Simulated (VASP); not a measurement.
# Cd15Te17 (a cell with a defect) in VASP: further runs

One crystal, Cd15Te17 (a cell with a defect), is run at these levels: PBE, HSE06; tasks: relaxation of the atoms, single point.

Everything below comes from runs of VASP 6.6.1. Logs are shortened: lines on timing, memory, paths and dates and some standing lists are left out, and cuts for length are marked.

**1. The crystal as given**

The cell holds a defect, 32 atoms: a = 11.470 Å, b = 11.470 Å, c = 11.470 Å, α = 109.47°, β = 109.47°, γ = 109.47°.

**2. Relaxation of the atoms, PBE**

Contents of INCAR:

```
SYSTEM = Cd15Te17
ALGO = Normal
EDIFF = 1E-6
EDIFFG = -0.025
ENCUT = 450
GGA = PE
IBRION = 2
ICORELEVEL = 1
ISIF = 2
ISMEAR = 0
ISYM = 0
LASPH = .True.
LCHARG = .False.
LREAL = Auto
LUSENCCL = .False.
LWAVE = .False.
NELECT = 280.0
NELM = 80
NSW = 70
PREC = Normal
SIGMA = 0.01
```

Contents of KPOINTS:

```
k-points
0
Monkhorst
  2 2 2
  0 0 0
```

Contents of POSCAR:

```
Cd15Te17
1.0
    6.6222820000      6.6222820000      6.6222820000
   -6.6222820000     -6.6222820000      6.6222820000
    6.6222820000     -6.6222820000     -6.6222820000
Te Cd
17 15
Direct
    0.0096984700      0.2549582800      0.7557148700
    0.2457034400      0.2531349800      0.7501255300
    0.5000000000      0.0000000000      0.7500000000
    0.2500000000      0.5000000000      0.5000000000
    0.5000000000      0.2500000000      0.5000000000
    0.7548637900      0.0043650500      0.5087285900
    0.7500000000      0.7500000000      0.7500000000
    0.0063757300      0.5079371700      0.7596766900
    0.2500000000      0.0000000000      0.0000000000
    0.2500000000      0.7500000000      0.2500000000
    0.5000000000      0.5000000000      0.2500000000
    0.7500000000      0.2500000000      0.2500000000
    0.0000000000      0.0000000000      0.2500000000
    0.0000000000      0.7500000000      0.5000000000
    0.5000000000      0.7500000000      0.0000000000
    0.7500000000      0.5000000000      0.0000000000
    0.0030325900      0.2497628300      0.0041014500
    0.2500000000      0.0000000000      0.7500000000
    0.0000000000      0.5000000000      0.5000000000
    0.2500000000      0.2500000000      0.5000000000
    0.5000000000      0.0000000000      0.5000000000
    0.5000000000      0.7500000000      0.7500000000
    0.7500000000      0.5000000000      0.7500000000
    0.0000000000      0.0000000000      0.0000000000
    0.0000000000      0.7500000000      0.2500000000
    0.2500000000      0.5000000000      0.2500000000
    0.5000000000      0.2500000000      0.2500000000
    0.7500000000      0.0000000000      0.2500000000
    0.7500000000      0.7500000000      0.5000000000
    0.2500000000      0.7500000000      0.0000000000
    0.5000000000      0.5000000000      0.0000000000
    0.7500000000      0.2500000000      0.0000000000
```

Potentials or basis: VASP PAW PBE potentials, release 64 (Te, Cd).

On the command line:

```console
> cat potpaw_PBE.64/Te/POTCAR potpaw_PBE.64/Cd/POTCAR > POTCAR
> mpirun -np 1 vasp_std > vasp.out
```

OUTCAR:

```text
SYSTEM = Cd15Te17
   EDIFF = 1E-6
   EDIFFG = -0.025
   ENCUT = 450
   GGA = PE
   IBRION = 2
   ISIF = 2
   ISMEAR = 0
   ISYM = 0
   LASPH = .True.
   LREAL = Auto
   NELECT = 280.0
   NELM = 80
   NSW = 70
   PREC = Normal

 ion  position               nearest neighbor table
   1  0.010  0.255  0.756-   2 2.74   6 2.88  17 2.90   8 2.90
   2  0.246  0.253  0.750-   1 2.74  31 2.87  20 2.87  18 2.92
   3  0.500  0.000  0.750-  18 2.87  21 2.87  22 2.87  32 2.87
   4  0.250  0.500  0.500-  19 2.87  20 2.87  22 2.87  26 2.87
   5  0.500  0.250  0.500-  20 2.87  21 2.87  23 2.87  27 2.87
   6  0.755  0.004  0.509-  29 2.87  21 2.87   1 2.88  28 2.93
[... 24 lines left out ...]
  31  0.500  0.500  0.000-  11 2.87  15 2.87  16 2.87   2 2.87
  32  0.750  0.250  0.000-   3 2.87  12 2.87  16 2.87  17 2.89

IMPORTANT INFORMATION: All symmetrisations will be switched off!
NOSYMM: (Re-)initialisation of all symmetry stuff for point group C_1.

----------------------------------------------------------------------------------------

                                     Primitive cell

  volume of cell :    1161.6706

  direct lattice vectors                    reciprocal lattice vectors
     6.622282000  6.622282000  6.622282000     0.075502674  0.000000000  0.075502674
    -6.622282000 -6.622282000  6.622282000     0.000000000 -0.075502674  0.075502674
     6.622282000 -6.622282000 -6.622282000     0.075502674 -0.075502674  0.000000000

  length of vectors
    11.470128886 11.470128886 11.470128886     0.106776906  0.106776906  0.106776906

  position of ions in fractional coordinates (direct lattice)
     0.009698470  0.254958280  0.755714870
     0.245703440  0.253134980  0.750125530
     0.500000000  0.000000000  0.750000000
     0.250000000  0.500000000  0.500000000
     0.500000000  0.250000000  0.500000000
     0.754863790  0.004365050  0.508728590
[... 24 lines left out ...]
     0.500000000  0.500000000  0.000000000
     0.750000000  0.250000000  0.000000000

  ion indices of the primitive-cell ions
   primitive index   ion index
                 1           1
                 2           2
                 3           3
                 4           4
                 5           5
                 6           6
[... 24 lines left out ...]
                31          31
                32          32

----------------------------------------------------------------------------------------

 KPOINTS: k-points

Automatic generation of k-mesh.
 Grid dimensions read from file:
 generate k-points for:    2    2    2

 Generating k-lattice:

  Cartesian coordinates                     Fractional coordinates (reciprocal lattice)
     0.037751337  0.000000000  0.037751337     0.500000000  0.000000000  0.000000000
     0.000000000 -0.037751337  0.037751337     0.000000000  0.500000000  0.000000000
     0.037751337 -0.037751337  0.000000000     0.000000000  0.000000000  0.500000000

  Length of vectors
     0.053388453  0.053388453  0.053388453

  Shift w.r.t. Gamma in fractional coordinates (k-lattice)
     0.500000000  0.500000000  0.500000000

 Subroutine IBZKPT returns following result:
 ===========================================

 Found      4 irreducible k-points:

 Following reciprocal coordinates:
            Coordinates               Weight
  0.250000  0.250000  0.250000      2.000000
 -0.250000  0.250000  0.250000      2.000000
  0.250000 -0.250000  0.250000      2.000000
  0.250000  0.250000 -0.250000      2.000000
   k-points           NKPTS =      4   k-points in BZ     NKDIM =      4   number of bands    NBANDS=    168
   number of dos      NEDOS =    301   number of ions     NIONS =     32
   total plane-waves  NPLWV = 216000
   dimension x,y,z NGX =    60 NGY =   60 NGZ =   60
   dimension x,y,z NGXF=   120 NGYF=  120 NGZF=  120
   ions per type =              17  15
   NGX,Y,Z   is equivalent  to a cutoff of   8.70,  8.70,  8.70 a.u.
   NGXF,Y,Z  is equivalent  to a cutoff of  17.39, 17.39, 17.39 a.u.
 SYSTEM =  Cd15Te17
[... 37 lines left out ...]

[... ionic steps 4 to 54 ...]

--------------------------------------- Ionic step       55  -------------------------------------------

 number of electron     279.9999393 magnetization

------------------------ aborting loop because EDIFF is reached ----------------------------------------
[... 127 lines left out ...]
--------------------------------------- Ionic step       57  -------------------------------------------

 number of electron     279.9999394 magnetization

 Free energy of the ion-electron system (eV)
  ---------------------------------------------------
  ext. energy  EPLUGINS =         0.00000000
  ---------------------------------------------------
  free energy    TOTEN  =       -82.01135603 eV

  energy without entropy =      -82.01135603  energy(sigma->0) =      -82.01135603

 the core state eigenenergies are
   1-  1s -31615.6978  2s  -4843.2031  2p  -4346.6102  3s   -959.3382  3p   -797.9972
       3d   -554.2532  4s   -158.7190  4p   -108.7458  4d    -36.0358
   2-  1s -31613.8574  2s  -4841.4098  2p  -4344.8097  3s   -957.5864  3p   -796.2447
       3d   -552.4985  4s   -157.0255  4p   -107.0568  4d    -34.3552
   3-  1s -31613.2795  2s  -4840.8443  2p  -4344.2423  3s   -957.0370  3p   -795.6950
       3d   -551.9476  4s   -156.5013  4p   -106.5350  4d    -33.8416
   4-  1s -31613.2809  2s  -4840.8454  2p  -4344.2434  3s   -957.0375  3p   -795.6956
       3d   -551.9482  4s   -156.5009  4p   -106.5345  4d    -33.8407
   5-  1s -31613.2819  2s  -4840.8464  2p  -4344.2444  3s   -957.0387  3p   -795.6967
       3d   -551.9493  4s   -156.5024  4p   -106.5360  4d    -33.8423
   6-  1s -31613.8920  2s  -4841.4437  2p  -4344.8437  3s   -957.6195  3p   -796.2778
       3d   -552.5317  4s   -157.0573  4p   -107.0884  4d    -34.3864
   7-  1s -31613.2793  2s  -4840.8439  2p  -4344.2419  3s   -957.0362  3p   -795.6943
       3d   -551.9469  4s   -156.5000  4p   -106.5336  4d    -33.8400
   8-  1s -31613.8573  2s  -4841.4094  2p  -4344.8094  3s   -957.5856  3p   -796.2439
       3d   -552.4978  4s   -157.0241  4p   -107.0553  4d    -34.3534
   9-  1s -31613.2821  2s  -4840.8465  2p  -4344.2446  3s   -957.0387  3p   -795.6967
[... 33 lines left out ...]
  26-  1s -26513.8407  2s  -3930.9995  2p  -3526.2558  3s   -727.8569  3p   -595.1462
       3d   -387.5982  4s   -100.0109  4p    -61.0645
  27-  1s -26513.7663  2s  -3930.9259  2p  -3526.1821  3s   -727.7845  3p   -595.0738
       3d   -387.5258  4s    -99.9407  4p    -60.9946
  28-  1s -26513.8465  2s  -3931.0053  2p  -3526.2616  3s   -727.8627  3p   -595.1520
       3d   -387.6041  4s   -100.0168  4p    -61.0704
  29-  1s -26513.8469  2s  -3931.0064  2p  -3526.2627  3s   -727.8639  3p   -595.1533
       3d   -387.6053  4s   -100.0181  4p    -61.0717
  30-  1s -26513.8407  2s  -3930.9998  2p  -3526.2561  3s   -727.8572  3p   -595.1466
       3d   -387.5986  4s   -100.0113  4p    -61.0649
  31-  1s -26513.8413  2s  -3931.0010  2p  -3526.2573  3s   -727.8586  3p   -595.1479
       3d   -387.6000  4s   -100.0128  4p    -61.0663
  32-  1s -26513.8437  2s  -3931.0037  2p  -3526.2599  3s   -727.8613  3p   -595.1507
       3d   -387.6027  4s   -100.0157  4p    -61.0693

 E-fermi :   1.7826     XC(G=0):  -8.2658

 val. band max:        1.7047577138   @ k =   0.2500   0.2500  -0.2500
 cond. band min:       2.8132276617   @ k =   0.2500  -0.2500   0.2500
 fundamental gap:      1.1084699479
 Fermi energy:         1.7826302489

 k-point     1 :       0.2500    0.2500    0.2500
  band No.  band energies     occupation
      1     -10.5027      2.00000
      2      -8.7960      2.00000
      3      -8.7866      2.00000
      4      -8.7841      2.00000
      5      -8.6199      2.00000
      6      -8.6166      2.00000
[... 609 lines left out ...]
    151       4.9303      0.00000
    152       4.9478      0.00000
 [bands above 152 left out]

------------------------ aborting loop because EDIFF is reached ----------------------------------------

  FORCE on cell =-STRESS in cart. coord.  units (eV):
  Direction    XX          YY          ZZ          XY          YZ          ZX
  --------------------------------------------------------------------------------------
  -------------------------------------------------------------------------------------
  Total      -13.3591547    -13.4936909    -13.3102652     -0.1079566     -0.0044077      0.0743238
  in kB      -18.4249601    -18.6105127    -18.3575317     -0.1488939     -0.0060791      0.1025075
  external PRESSURE =     -18.4643348 kB  Pullay stress =       0.0000000 kB
[... 47 lines left out ...]
  FREE ENERGIE OF THE ION-ELECTRON SYSTEM (eV)
  ---------------------------------------------------
  free  energy   TOTEN  =       -82.0113560345 eV

  energy  without entropy=      -82.0113560345  energy(sigma->0) =      -82.01135603

 reached required accuracy - stopping structural energy minimisation
```

Run time: 88 min. Hardware: 1 × NVIDIA H100 80GB with 1 thread of AMD EPYC 7R13 (Zen 3), shared host; peak memory 1.6 GiB.

What came out:

- Free energy: -82.0114 eV
- Energy gained by relaxing: 15.7 meV/atom
- Ionic steps: 57
- Largest force after relaxing: 0.025 eV/Å

Forces in eV/Å, atoms in the order of the input:
```
Te   0.012  0.018  0.004
Te  -0.008  0.001 -0.008
Te   0.000 -0.005  0.001
Te  -0.019  0.012  0.010
Te  -0.008  0.009 -0.013
Te   0.013 -0.003  0.010
Te   0.008  0.015 -0.007
Te  -0.007 -0.008  0.001
Te   0.012  0.004 -0.003
Te   0.003 -0.020  0.006
Te   0.006  0.002  0.002
Te   0.001 -0.011  0.003
Te   0.003  0.006  0.002
Te   0.000 -0.003 -0.005
Te   0.005 -0.006  0.000
Te  -0.003 -0.002  0.006
Te  -0.005 -0.004  0.002
Cd  -0.001 -0.003 -0.003
Cd  -0.001 -0.001  0.000
Cd  -0.003 -0.001 -0.001
Cd  -0.001  0.000  0.000
Cd  -0.003 -0.004  0.000
Cd  -0.001  0.003  0.000
Cd   0.000  0.003 -0.001
Cd  -0.004  0.002 -0.001
Cd  -0.002 -0.002 -0.001
Cd   0.000 -0.001  0.000
Cd   0.000 -0.003  0.000
Cd   0.003 -0.003 -0.004
Cd   0.002  0.001 -0.002
Cd  -0.003  0.000 -0.001
Cd   0.000  0.002  0.000
```

Step by step:
| step | energy change (eV) | largest force (eV/Å) | pressure (GPa) |
| --- | --- | --- | --- |
| 1 | 0.0000 | 1.2876 | -1.79 |
| 3 | -0.3827 | 0.2768 | -2.00 |
| 5 | -0.4227 | 0.4073 | -1.89 |
| 7 | -0.4729 | 0.1842 | -2.02 |
| 9 | -0.4764 | 0.1637 | -2.00 |
| 11 | -0.4901 | 0.1317 | -1.92 |
| 13 | -0.4946 | 0.1047 | -1.86 |
| 15 | -0.4971 | 0.0958 | -1.85 |
| 17 | -0.4989 | 0.0795 | -1.86 |
| 19 | -0.4999 | 0.0558 | -1.87 |
| 21 | -0.5006 | 0.0504 | -1.87 |
| 23 | -0.5011 | 0.0353 | -1.85 |
| 25 | -0.5013 | 0.0288 | -1.85 |
| 27 | -0.5015 | 0.0468 | -1.86 |
| 29 | -0.5016 | 0.0471 | -1.85 |
| 31 | -0.5017 | 0.0276 | -1.85 |
| 33 | -0.5018 | 0.0366 | -1.85 |
| 35 | -0.5018 | 0.0502 | -1.86 |
| 37 | -0.5019 | 0.0556 | -1.85 |
| 39 | -0.5020 | 0.0466 | -1.86 |
| 41 | -0.5020 | 0.0368 | -1.84 |
| 43 | -0.5021 | 0.0385 | -1.84 |
| 45 | -0.5021 | 0.0357 | -1.84 |
| 47 | -0.5021 | 0.0362 | -1.84 |
| 49 | -0.5021 | 0.0493 | -1.85 |
| 51 | -0.5022 | 0.0370 | -1.85 |
| 53 | -0.5022 | 0.0533 | -1.85 |
| 55 | -0.5022 | 0.0262 | -1.85 |
| 57 | -0.5022 | 0.0248 | -1.85 |

Final structure:
```
Te Cd
1.0
     6.62228    6.62228    6.62228
    -6.62228   -6.62228    6.62228
     6.62228   -6.62228   -6.62228
Te Cd
17 15
Direct
  0.00236 0.25239 0.75239
  0.26217 0.25159 0.75158
  0.49970 0.99902 0.75113
  0.24999 0.50000 0.50142
  0.49995 0.25024 0.49853
  0.74342 0.99355 0.49504
  0.74879 0.75078 0.74989
  0.00155 0.51222 0.75179
  0.25105 0.00173 0.00146
  0.25144 0.75150 0.25167
  0.50144 0.50157 0.25168
  0.74830 0.24976 0.24983
  0.99972 0.99849 0.25024
  0.00144 0.74968 0.49956
  0.50187 0.75079 0.00054
  0.75179 0.50061 0.00042
  0.00002 0.25006 0.01121
  0.24885 0.99164 0.75038
  0.99884 0.49776 0.49103
  0.24891 0.24925 0.49075
  0.49230 0.00252 0.50322
  0.49917 0.74930 0.74985
  0.74035 0.49980 0.74937
  0.99964 0.99050 0.99957
  0.00070 0.74969 0.25005
  0.25931 0.50954 0.25942
  0.49965 0.25117 0.24971
  0.75155 0.00183 0.24400
  0.75332 0.74305 0.50187
  0.26130 0.76010 0.01075
  0.51037 0.51020 0.01065
  0.74042 0.24984 0.99934
```

Core levels (eV, on the scale of the bands):
| atom | levels |
| --- | --- |
| 1 Te | 1s -31615.7, 2s -4843.2, 2p -4346.6, 3s -959.3, 3p -798.0, 3d -554.3, 4s -158.7, 4p -108.7, 4d -36.0 |
| 2 Te | 1s -31613.9, 2s -4841.4, 2p -4344.8, 3s -957.6, 3p -796.2, 3d -552.5, 4s -157.0, 4p -107.1, 4d -34.4 |
| 3 Te | 1s -31613.3, 2s -4840.8, 2p -4344.2, 3s -957.0, 3p -795.7, 3d -551.9, 4s -156.5, 4p -106.5, 4d -33.8 |
| 4 Te | 1s -31613.3, 2s -4840.8, 2p -4344.2, 3s -957.0, 3p -795.7, 3d -551.9, 4s -156.5, 4p -106.5, 4d -33.8 |
| 5 Te | 1s -31613.3, 2s -4840.8, 2p -4344.2, 3s -957.0, 3p -795.7, 3d -551.9, 4s -156.5, 4p -106.5, 4d -33.8 |
| 6 Te | 1s -31613.9, 2s -4841.4, 2p -4344.8, 3s -957.6, 3p -796.3, 3d -552.5, 4s -157.1, 4p -107.1, 4d -34.4 |

Caveat: the cell is charged against a uniform background, so pressure and absolute levels hang on convention. The run has no spin-orbit coupling, so splittings on Te are missing.

(Part 1 of 2 ends here.)
